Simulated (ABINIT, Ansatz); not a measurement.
**KCl (Sylvite): one start, several treatments of the self-energy**

How much does the gap of KCl (Sylvite) depend on the approximation to the self-energy?

Main program and level: ABINIT 10.8.3; PBE and many-body steps on it, plane waves.

### 1. The structure

Symmetry: Fm-3m, No. 225, cubic system. The conventional cell has a = 6.293 Å, b = 6.293 Å, c = 6.293 Å, α = 90.00°, β = 90.00°, γ = 90.00°. Nearest to K lie 6 Cl at 3.15 Å. Nearest to Cl lie 6 K at 3.15 Å. Farther neighbours and most contacts between anions are not listed.

The cell and positions come from the Crystallography Open Database and are kept as given unless a step says otherwise.

### 2. Empty states on the mesh, 4×4×4 mesh, 1147 bands

This step: ABINIT 10.8.3; DFT, PBE, plane waves, norm-conserving pseudopotentials.

The sums over transitions need many empty states on a uniform mesh; this step solves for them.

The input, run.abi:

```
acell 3*1.0 Angstrom
rprim 
  -0.000000000000 3.146470000000 3.146470000000
  3.146470000000 0.000000000000 3.146470000000
  3.146470000000 3.146470000000 -0.000000000000
ntypat 2
znucl 19 17
natom 2
typat 1 2
xred 
  0.000000000000 0.000000000000 0.000000000000
  0.500000000000 0.500000000000 0.500000000000
pp_dirpath "pseudos"
pseudos "K.upf, Cl.upf"
ecut 33
ngkpt 4 4 4
nshiftk 1
shiftk 0 0 0
kptopt 1
chksymbreak 0
irdden 1
istwfk *1
nband 1147
prtvol 0
optdriver 6
gwr_task "HDIAGO"
paral_kgb 0
occopt 1
indata_prefix "in"
outdata_prefix "out"
tmpdata_prefix "tmp"
```

Run with:

```sh
> OMP_NUM_THREADS=1 mpirun -n 4 abinit run.abi > log
```

Output:

```text
.Version 10.8.3 of ABINIT. v10.8.2 released Aug 2026.

 Symmetries : space group Fm -3 m (#225); Bravais cF (face-center cubic)
[... echo of the input left out ...]
== DATASET  1 ==================================================================
-   mpi_nproc: 4, omp_nthreads: 1 (-1 if OMP is not activated)

--- !DatasetInfo
iteration_state: {dtset: 1, }
dimensions: {natom: 2, nkpt: 8, mband: 1147, nsppol: 1, nspinor: 1, nspden: 1, mpw: 3839, }
cutoff_energies: {ecut:  33.0, pawecutdg:  -1.0, }
[...]
Direct band gap semiconductor
 Fundamental gap:     5.190 (eV)
   VBM:    -0.231 (eV) at k: [ 0.0000E+00,  0.0000E+00,  0.0000E+00]
   CBM:     4.958 (eV) at k: [ 0.0000E+00,  0.0000E+00,  0.0000E+00]
 Direct gap:         5.190 (eV) at k: [ 0.0000E+00,  0.0000E+00,  0.0000E+00]

== END DATASET(S) ==============================================================
================================================================================

 -outvars: echo values of variables after computation  --------
           etotal      0.0000000000E+00
            nband        1147
             nkpt           8
          spgroup         225
 [... the other variables as echoed above ...]

 Calculation completed.
```

The job ended after 2.1 min (4 MPI ranks of Intel Xeon 6975P-C (Granite Rapids), shared host; peak memory 3.6 GiB).

Numbers from this step:

| Item | Value |
| --- | --- |
| gap | 5.190 eV |
| k of the valence top | 0, 0, 0 |
| k of the conduction bottom | 0, 0, 0 |
| least direct gap | 5.190 eV |
| k points computed | 8 |
| lowest point of the top converged band, above the valence top | 391.8834 eV |

On this mesh the gap is 5.190 eV.

The density comes from a self-consistent run that is not shown.

### 3. Screening, 4×4×4 mesh, 469 bands, screening to 283 eV

The RPA dielectric matrix is built and inverted for each q.

This step: RPA screening on PBE, plane waves, norm-conserving pseudopotentials.

run.abi, as its differences from that of step 2:

```diff
@@ -20,10 +20,11 @@
 chksymbreak 0
-irdden 1
 istwfk *1
-nband 1147
-prtvol 0
-optdriver 6
-gwr_task "HDIAGO"
-paral_kgb 0
 occopt 1
+irdwfk 1
+optdriver 3
+nband 469
+ecuteps 10.4
+inclvkb 2
+awtr 1
+symchi 1
 indata_prefix "in"
```

Output:

```text
.Version 10.8.3 of ABINIT. v10.8.2 released Aug 2026.

 Symmetries : space group Fm -3 m (#225); Bravais cF (face-center cubic)
[... echo of the input left out ...]
== DATASET  1 ==================================================================
-   mpi_nproc: 4, omp_nthreads: 1 (-1 if OMP is not activated)

--- !DatasetInfo
iteration_state: {dtset: 1, }
dimensions: {natom: 2, nkpt: 8, mband: 469, nsppol: 1, nspinor: 1, nspden: 1, mpw: 3839, }
cutoff_energies: {ecut:  33.0, pawecutdg:  -1.0, }
electrons: {nelect:   1.60000000E+01, charge:   0.00000000E+00, occopt:   1.00000000E+00, tsmear:   1.00000000E-02, }

 SCREENING: Calculation of the susceptibility and dielectric matrices

 Based on a program developped by R.W. Godby, V. Olevano, G. Onida, and L. Reining.
 Incorporated in ABINIT by V. Olevano, G.-M. Rignanese, and M. Torrent.
.Using double precision arithmetic ; gwpc =  8

[... cell and pseudopotentials left out ...]
--------------------------------------------------------------------------------

 ==== K-mesh for the wavefunctions ====
 Number of points in the irreducible wedge :     8
[... list of points left out ...]
 Together with 48 symmetry operations and time-reversal symmetry
 yields    64 points in the full Brillouin Zone.

 ==== Q-mesh for the screening function ====
 Number of points in the irreducible wedge :     8
[... list of points left out ...]
 Together with 48 symmetry operations and time-reversal symmetry
 yields    64 points in the full Brillouin Zone.

 setmesh: FFT mesh size selected  =    36x   36x   36
          total number of points  =        46656

 vcoul_init : cutoff-mode = AUXILIARY_FUNCTION
 q-points for optical limit:   1
     1)      0.000010    0.000020    0.000030

- screening: taking advantage of time-reversal symmetry
- Maximum band index for partially occupied states nbvw = 8
- Remaining bands to be divided among processors   nbcw = 461
- Number of bands treated by each node ~115

 Number of electrons calculated from density =   16.0000; Expected =   16.0000
 average of density, n =  0.038056
 r_s =    1.8443
 omega_plasma =   18.8177 [eV]

 calculating chi0 at frequencies [eV] :
  1    0.000000E+00    0.000000E+00
  2    0.000000E+00    1.881772E+01

--------------------------------------------------------------------------------
  q-point number  1        q = ( 0.000000, 0.000000, 0.000000) [r.l.u.]
--------------------------------------------------------------------------------
[... chi0 elements left out ...]
 For q-point:  0.000010 0.000020 0.000030
  dielectric constant =   2.1775
  dielectric constant without local fields =   2.5858

  Average fulfillment of the sum rule on Im[epsilon] for q-point    1 :     88.26  [%]
[... wings left out ...]
  q-point number  2        q = ( 0.250000, 0.000000, 0.000000) [r.l.u.]
--------------------------------------------------------------------------------
[... chi0 elements left out ...]
  Average fulfillment of the sum rule on Im[epsilon] for q-point    2 :     88.90  [%]

 [... 6 further q-points ...]
```

Wall time 8.8 min (4 MPI ranks); peak memory 3.6 GiB; 35 min of CPU time.

Numbers from this step:

| Quantity | Value |
| --- | --- |
| ε∞ with local fields, on this mesh, along the program's q direction | 2.178 |
| the same without local fields | 2.586 |
| plasma frequency | 18.82 eV |
| plane waves in the screening matrix | 645 |

Local fields lower ε∞ by 16 %.

### 4. G0W0, Godby-Needs plasmon pole

The self-energy is evaluated for the states that the input lists, and the levels follow from it, in one-shot runs by the linearised quasiparticle equation.

This step: G0W0 on PBE, plane waves, norm-conserving pseudopotentials.

run.abi, as its differences from that of step 3:

```diff
@@ -23,8 +23,15 @@
 irdwfk 1
-optdriver 3
+optdriver 4
 nband 469
+gwcalctyp 0
+ecutsigx 33
+symsigma 1
+nkptgw 1
+kptgw 
+  0.0000000000 0.0000000000 0.0000000000
+bdgw 
+  6 12
 ecuteps 10.4
-inclvkb 2
-awtr 1
-symchi 1
+irdscr 1
+ppmodel 1
 indata_prefix "in"
```

Output:

```text
.Version 10.8.3 of ABINIT. v10.8.2 released Aug 2026.

 Symmetries : space group Fm -3 m (#225); Bravais cF (face-center cubic)
[... echo of the input left out ...]
== DATASET  1 ==================================================================
-   mpi_nproc: 4, omp_nthreads: 1 (-1 if OMP is not activated)

--- !DatasetInfo
iteration_state: {dtset: 1, }
dimensions: {natom: 2, nkpt: 8, mband: 469, nsppol: 1, nspinor: 1, nspden: 1, mpw: 3839, }
cutoff_energies: {ecut:  33.0, pawecutdg:  -1.0, }
electrons: {nelect:   1.60000000E+01, charge:   0.00000000E+00, occopt:   1.00000000E+00, tsmear:   1.00000000E-02, }

 SIGMA: Calculation of the GW corrections

 Based on a program developped by R.W. Godby, V. Olevano, G. Onida, and L. Reining.
 Incorporated in ABINIT by V. Olevano, G.-M. Rignanese, and M. Torrent.
.Using double precision arithmetic ; gwpc =  8

[... cell and pseudopotentials left out ...]
--------------------------------------------------------------------------------

 ==== K-mesh for the wavefunctions ====
 Number of points in the irreducible wedge :     8
[... list of points left out ...]
 Together with 48 symmetry operations and time-reversal symmetry
 yields    64 points in the full Brillouin Zone.

 ==== Q-mesh for screening function ====
 Number of points in the irreducible wedge :     8
[... list of points left out ...]
 Together with 48 symmetry operations and time-reversal symmetry
 yields    64 points in the full Brillouin Zone.

 vcoul_init : cutoff-mode = AUXILIARY_FUNCTION
 q-points for optical limit:   1
     1)      0.000010    0.000020    0.000030
 setmesh: FFT mesh size selected  =    45x   45x   45
          total number of points  =        91125

 Number of electrons calculated from density =   16.0000; Expected =   16.0000
 average of density, n =  0.038056
 r_s =    1.8443
 omega_plasma =   18.8177 [eV]

 === KS Band Gaps ===
  >>>> For spin  1
   Minimum direct gap =   5.1895 [eV], located at k-point      :   0.0000  0.0000  0.0000
   Fundamental gap    =   5.1895 [eV], Top of valence bands at :   0.0000  0.0000  0.0000
                                       Bottom of conduction at :   0.0000  0.0000  0.0000
 SIGMA fundamental parameters:
 PLASMON POLE MODEL  1
 number of plane-waves for SigmaX                 3839
 number of plane-waves for SigmaC and W            645
 number of plane-waves for wavefunctions          3839
 number of bands                                   469
 number of independent spin polarizations            1
 number of spinorial components                      1
 number of k-points in IBZ                           8
 number of q-points in IBZ                           8
 number of symmetry operations                      48
 number of k-points in BZ                           64
 number of q-points in BZ                           64
 number of frequencies for dSigma/dE                 9
 frequency step for dSigma/dE [eV]                0.25
 number of omega for Sigma on real axis              0
 max omega for Sigma on real axis  [eV]           0.00
 zcut for avoiding poles [eV]                     0.10

 EPSILON^-1 parameters (SCR file):
 dimension of the eps^-1 matrix on file            645
 dimension of the eps^-1 matrix used               645
 number of plane-waves for wavefunctions          3839
 number of bands                                   469
 number of q-points in IBZ                           8
 number of frequencies                               2
 number of real frequencies                          1
 number of imag frequencies                          1

 matrix elements of self-energy operator (all in [eV])

 Perturbative Calculation

--- !SelfEnergy_ee
iteration_state: {dtset: 1, }
kpoint     : [   0.000,    0.000,    0.000, ]
spin       : 1
KS_gap     :    5.190
QP_gap     :    8.203
Delta_QP_KS:    3.014
data: !SigmaeeData |
     Band     E0 <VxcDFT>   SigX SigC(E0)      Z dSigC/dE  Sig(E)    E-E0       E
        6  -0.231 -14.148 -18.664   1.565   0.807  -0.240 -16.528  -2.381  -2.612
        7  -0.231 -14.148 -18.664   1.565   0.807  -0.240 -16.528  -2.381  -2.612
        8  -0.231 -14.148 -18.664   1.565   0.807  -0.240 -16.528  -2.381  -2.612
        9   4.958  -6.955  -3.245  -2.984   0.872  -0.146  -6.322   0.633   5.591
       10   8.135  -8.956  -4.051  -3.134   0.867  -0.153  -7.421   1.535   9.671
       11   8.135  -8.956  -4.051  -3.134   0.867  -0.153  -7.421   1.535   9.671
       12   8.135  -8.956  -4.051  -3.134   0.867  -0.153  -7.421   1.535   9.671

== END DATASET(S) ==============================================================
================================================================================

 -outvars: echo values of variables after computation  --------
           etotal      0.0000000000E+00
            nband         469
             nkpt           8
          spgroup         225
 [... the other variables as echoed above ...]

 Calculation completed.
```

Run time: 3.4 min. Hardware: 4 MPI ranks; peak memory 4.1 GiB; 13 min of CPU time.

Numbers from this step:

| Item | Value |
| --- | --- |
| G0W0 gap on the points computed | 8.203 eV |
| starting gap on the mesh | 5.190 eV |
| k of the valence top | 0, 0, 0 |
| k of the conduction bottom | 0, 0, 0 |
| Z at the valence top | 0.807 |
| Z at the conduction bottom | 0.872 |
| least direct G0W0 gap on the computed points | 8.203 eV |

The gap on the mesh goes from 5.19 eV to 8.20 eV, a correction of +3.01 eV.

### 5. G0W0, Hybertsen-Louie plasmon pole

run.abi, as its differences from that of step 4:

```diff
@@ -35,3 +35,3 @@
 irdscr 1
-ppmodel 1
+ppmodel 2
 indata_prefix "in"
```

Output:

```text
.Version 10.8.3 of ABINIT. v10.8.2 released Aug 2026.

 Symmetries : space group Fm -3 m (#225); Bravais cF (face-center cubic)
[... echo of the input left out ...]
== DATASET  1 ==================================================================
-   mpi_nproc: 4, omp_nthreads: 1 (-1 if OMP is not activated)

--- !DatasetInfo
iteration_state: {dtset: 1, }
dimensions: {natom: 2, nkpt: 8, mband: 469, nsppol: 1, nspinor: 1, nspden: 1, mpw: 3839, }
cutoff_energies: {ecut:  33.0, pawecutdg:  -1.0, }
electrons: {nelect:   1.60000000E+01, charge:   0.00000000E+00, occopt:   1.00000000E+00, tsmear:   1.00000000E-02, }

 SIGMA: Calculation of the GW corrections

 Based on a program developped by R.W. Godby, V. Olevano, G. Onida, and L. Reining.
 Incorporated in ABINIT by V. Olevano, G.-M. Rignanese, and M. Torrent.
.Using double precision arithmetic ; gwpc =  8

[... cell and pseudopotentials left out ...]
--------------------------------------------------------------------------------

 ==== K-mesh for the wavefunctions ====
 Number of points in the irreducible wedge :     8
[... list of points left out ...]
 Together with 48 symmetry operations and time-reversal symmetry
 yields    64 points in the full Brillouin Zone.

 ==== Q-mesh for screening function ====
 Number of points in the irreducible wedge :     8
[... list of points left out ...]
 Together with 48 symmetry operations and time-reversal symmetry
 yields    64 points in the full Brillouin Zone.

 vcoul_init : cutoff-mode = AUXILIARY_FUNCTION
 q-points for optical limit:   1
     1)      0.000010    0.000020    0.000030
 setmesh: FFT mesh size selected  =    45x   45x   45
          total number of points  =        91125

 Number of electrons calculated from density =   16.0000; Expected =   16.0000
[...]
number of q-points in BZ                           64
 number of frequencies for dSigma/dE                 9
 frequency step for dSigma/dE [eV]                0.25
 number of omega for Sigma on real axis              0
 max omega for Sigma on real axis  [eV]           0.00
 zcut for avoiding poles [eV]                     0.10

 EPSILON^-1 parameters (SCR file):
 dimension of the eps^-1 matrix on file            645
 dimension of the eps^-1 matrix used               645
 number of plane-waves for wavefunctions          3839
 number of bands                                   469
 number of q-points in IBZ                           8
 number of frequencies                               2
 number of real frequencies                          1
 number of imag frequencies                          1

 matrix elements of self-energy operator (all in [eV])

 Perturbative Calculation

--- !SelfEnergy_ee
iteration_state: {dtset: 1, }
kpoint     : [   0.000,    0.000,    0.000, ]
spin       : 1
KS_gap     :    5.190
QP_gap     :    8.625
Delta_QP_KS:    3.435
data: !SigmaeeData |
     Band     E0 <VxcDFT>   SigX SigC(E0)      Z dSigC/dE  Sig(E)    E-E0       E
        6  -0.231 -14.148 -18.664   1.007   0.860  -0.163 -17.166  -3.018  -3.250
        7  -0.231 -14.148 -18.664   1.007   0.860  -0.163 -17.166  -3.018  -3.250
        8  -0.231 -14.148 -18.664   1.007   0.860  -0.163 -17.166  -3.018  -3.250
        9   4.958  -6.955  -3.245  -3.245   0.897  -0.115  -6.538   0.417   5.375
       10   8.135  -8.956  -4.051  -3.486   0.891  -0.122  -7.692   1.265   9.400
       11   8.135  -8.956  -4.051  -3.486   0.891  -0.122  -7.692   1.265   9.400
       12   8.135  -8.956  -4.051  -3.486   0.891  -0.122  -7.692   1.265   9.400

== END DATASET(S) ==============================================================
================================================================================

 -outvars: echo values of variables after computation  --------
           etotal      0.0000000000E+00
            nband         469
             nkpt           8
          spgroup         225
 [... the other variables as echoed above ...]

 Calculation completed.
```

Elapsed: 3.6 min, on 4 MPI ranks; peak memory 4 GiB.

This step gave:

- G0W0 gap on the points computed: 8.625 eV
- starting gap on the mesh: 5.190 eV
- k of the valence top: 0, 0, 0
- k of the conduction bottom: 0, 0, 0
- Z at the valence top: 0.86
- Z at the conduction bottom: 0.897
- least direct G0W0 gap on the computed points: 8.625 eV

Against G0W0 in ABINIT (4×4×4 mesh, 469 bands, screening to 283 eV, Godby-Needs plasmon pole), the gap moves by +0.422 eV.

### 6. G0W0, Engel-Farid plasmon pole

run.abi, as its differences from that of step 5:

```diff
@@ -35,3 +35,3 @@
 irdscr 1
-ppmodel 2
+ppmodel 4
 indata_prefix "in"
```

Output:

```text
.Version 10.8.3 of ABINIT. v10.8.2 released Aug 2026.

 Symmetries : space group Fm -3 m (#225); Bravais cF (face-center cubic)
[... echo of the input left out ...]
== DATASET  1 ==================================================================
-   mpi_nproc: 4, omp_nthreads: 1 (-1 if OMP is not activated)

--- !DatasetInfo
iteration_state: {dtset: 1, }
dimensions: {natom: 2, nkpt: 8, mband: 469, nsppol: 1, nspinor: 1, nspden: 1, mpw: 3839, }
cutoff_energies: {ecut:  33.0, pawecutdg:  -1.0, }
[...]
10   8.135  -8.956  -4.051  -3.279   0.876  -0.142  -7.532   1.424   9.559
       11   8.135  -8.956  -4.051  -3.279   0.876  -0.142  -7.532   1.424   9.559
       12   8.135  -8.956  -4.051  -3.279   0.876  -0.142  -7.532   1.424   9.559

== END DATASET(S) ==============================================================
================================================================================

 -outvars: echo values of variables after computation  --------
           etotal      0.0000000000E+00
            nband         469
             nkpt           8
          spgroup         225
 [... the other variables as echoed above ...]

 Calculation completed.
```

It took 72 s on 4 MPI ranks; peak memory 3.7 GiB; 4.8 min of CPU time.

This step gave:

```yaml
g0w0_gap_on_the_points_computed: 8.416 eV
starting_gap_on_the_mesh: 5.190 eV
k_of_the_valence_top: 0, 0, 0
k_of_the_conduction_bottom: 0, 0, 0
least_direct_g0w0_gap_on_the_computed_points: 8.416 eV
```

Against G0W0 in ABINIT (4×4×4 mesh, 469 bands, screening to 283 eV, Godby-Needs plasmon pole), the gap moves by +0.213 eV.

### 7. One-shot Hartree-Fock

This step: one-shot Hartree-Fock on PBE, plane waves, norm-conserving pseudopotentials.

run.abi, as its differences from that of step 6:

```diff
@@ -24,4 +24,4 @@
 optdriver 4
-nband 469
-gwcalctyp 0
+nband 12
+gwcalctyp 5
 ecutsigx 33
@@ -33,5 +33,4 @@
   6 12
-ecuteps 10.4
-irdscr 1
-ppmodel 4
+ixc_sigma 40
+fftgw 31
 indata_prefix "in"
```

Output:

```text
.Version 10.8.3 of ABINIT. v10.8.2 released Aug 2026.

 Symmetries : space group Fm -3 m (#225); Bravais cF (face-center cubic)
[... echo of the input left out ...]
== DATASET  1 ==================================================================
-   mpi_nproc: 4, omp_nthreads: 1 (-1 if OMP is not activated)

--- !DatasetInfo
iteration_state: {dtset: 1, }
dimensions: {natom: 2, nkpt: 8, mband: 12, nsppol: 1, nspinor: 1, nspden: 1, mpw: 3839, }
cutoff_energies: {ecut:  33.0, pawecutdg:  -1.0, }
[...]
10   8.135  -8.956  -4.051   0.000   1.000   0.000  -4.051   4.905  13.041
       11   8.135  -8.956  -4.051   0.000   1.000   0.000  -4.051   4.905  13.041
       12   8.135  -8.956  -4.051   0.000   1.000   0.000  -4.051   4.905  13.041

== END DATASET(S) ==============================================================
================================================================================

 -outvars: echo values of variables after computation  --------
           etotal      0.0000000000E+00
            nband          12
             nkpt           8
          spgroup         225
 [... the other variables as echoed above ...]

 Calculation completed.
```

It took 3 s on 4 MPI ranks; peak memory 0.18 GiB.

This step gave:

```
quasiparticle gap on the points computed              : 13.42 eV
starting gap on the mesh                              : 5.190 eV
k of the valence top                                  : 0, 0, 0
k of the conduction bottom                            : 0, 0, 0
least direct quasiparticle gap on the computed points : 13.42 eV
```

Against G0W0 in ABINIT (4×4×4 mesh, 469 bands, screening to 283 eV, Godby-Needs plasmon pole), the gap moves by +5.213 eV.

[end of part 1 of 2]

[Paths, hosts, dates, memory and timing lines, banners, echoed tables and standing remarks are left out of the program output.]

[Logs are printed without paths, hosts, clocks, repeated set-up lines and the standing remarks that a program may print on its own settings, such as how far it seeks lower states.]

[Runs of the session that timed out or met a known fault of the program may be left out.]

[Hosts, paths, dates, database ids (printed as entryN), source tags and the programs' standing remarks are cut or masked in the printed files.]

[G0W0 gaps are taken among the corrected bands and points alone; a level outside them can change the order at an edge.]

[Where Ansatz stands beside ABINIT at settings called matched, ABINIT's density can come from a denser mesh and the files from another edition; pairs whose starting gaps differed by over 0.03 eV were left out, so agreement reads better than it is.]
